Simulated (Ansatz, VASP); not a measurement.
Ga in VASP and in Ansatz

```
Ga
1.0
     0.00000    2.93308    2.93308
     2.93308    0.00000    2.93308
     2.93308    2.93308    0.00000
Ga
2
Direct
  0.12500 0.12500 0.12500
  0.87500 0.87500 0.87500
```

Alike in both runs: task single point; functional revPBE; k mesh 10 × 10 × 10; occupations fermi-dirac, width 0.1 eV; no spin polarisation.

```csv
,VASP,Ansatz
version,VASP 6.6.1,Ansatz 0.2.0
potentials or method,"VASP PAW PBE potentials, release 64 (Ga_d)","plane waves (420 eV) with PAW, scalar-relativistic"
plane-wave cutoff (eV),520,420
valence electrons in the cell,26,26
```

```tsv
	VASP	Ansatz	Ansatz less VASP
pressure (GPa)	1.5	1.4	-0.12
```

Caveats: the PAW data sets were made with another functional, which shifts forces and pressure a little (VASP).
